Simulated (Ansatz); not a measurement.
# Ge: uniaxial strain along c

An exercise on one series of results from a longer session: the logs are not shown, and one member is left open.

Method: DFT r2SCAN, scalar-relativistic, plane waves, PAW, in Ansatz 0.2.0.

2 further runs of the same task are left out: 2 set aside as unsound or not needed.

### The system as given

It takes space group Fd-3m (No. 227, cubic). The conventional cell has a = 5.675 Å, b = 5.675 Å, c = 5.675 Å, α = 90.00°, β = 90.00°, γ = 90.00°. Ge (site symmetry -43m) has 4 Ge at 2.46 Å as nearest neighbours.

As a file:

```cif
data_structure
_symmetry_space_group_name_H-M 'Fd-3m:1'
_symmetry_Int_Tables_number 227
_cell_length_a 5.6749
_cell_length_b 5.6749
_cell_length_c 5.6749
_cell_angle_alpha 90.000
_cell_angle_beta 90.000
_cell_angle_gamma 90.000
_cell_volume 182.75
loop_
_atom_site_label
_atom_site_type_symbol
_atom_site_symmetry_multiplicity
_atom_site_Wyckoff_symbol
_atom_site_fract_x
_atom_site_fract_y
_atom_site_fract_z
_atom_site_occupancy
Ge1 Ge 8 a 0.00000 0.00000 0.00000 1
```

It goes back to an entry of the Materials Project.

Set-up of the first run:

File input.yaml:

```yaml
crystal:
  lattice:
    - [2.8374271074, 2.8374271074, 0.0]
    - [-2.8374271074, 2.8374271074, 0.0]
    - [0.0, 0.0, 5.6748542148]
  atoms:
    - { symbol: Ge, position: [0.5, 0.5, 0.5] }
    - { symbol: Ge, position: [0.5, 0.0, 0.25] }
    - { symbol: Ge, position: [0.0, 0.0, 0.0] }
    - { symbol: Ge, position: [0.0, 0.5, 0.75] }
basis:
  ecutwfc: 500
kpoints:
  mp_grid: { grid: [10, 10, 6] }
hamiltonian:
  xc: r2scan
scf:
  occupations: { method: gaussian, width: 0.02 }
output:
  forces: true
  stress: true
  eigenvalues: true
```

Run with:

```
> ansatz run input.yaml --threads 1 --pin off --max-ram 2560MiB --backend cpu --events-out ev --progress --plain --runs-dir out
```

Among the steps run: Reference cell for the strains; Seeking the band edges; Strain -2.0 %; Seeking the band edges at -2.0 %; The cell strained by +2.0 %; The gap over the whole zone at +2.0 %; Strain -4.0 %; Seeking the band edges at -4.0 %; Strain +4.0 %; At -6.0 %; Strain +6.0 %.

One of the session's tables, all rows but one given; the rest of the session is left out.

```
strain (%)  ΔE (meV/atom)  a (Å)  b (Å)  c (Å)
      -6.0           25.7  4.086  4.086  5.334
      -4.0              ?      ?      ?      ?
      -2.0            2.9  4.035  4.035  5.561
      +0.0            0.0  4.013  4.013  5.675
      +2.0            3.0  3.994  3.994  5.788
      +4.0           12.0  3.977  3.977  5.902
      +6.0           26.7  3.962  3.962  6.015
```

**Question.** Estimate the row for strain (%) = -4.0.

Worked estimate for «ΔE (meV/atom)». A straight line through the neighbours (-6.0, 25.7) and (-2.0, 2.9) gives 25.7 + (2.9 − 25.7) × (-4.0 + 6.0) / (-2.0 + 6.0) = 14.3; a parabola fitted to 3 rows on both sides gives 11.5.

As computed: ΔE (meV/atom): 11.5; a (Å): 4.059; b (Å): 4.059; c (Å): 5.448. In «ΔE (meV/atom)» the line misses by +2.8 and the parabola by 0.0.

ΔE is over the unstrained cell. Stress in GPa, positive in compression, on the Cartesian axes of the input. Gaps are Kohn-Sham gaps over the whole zone.
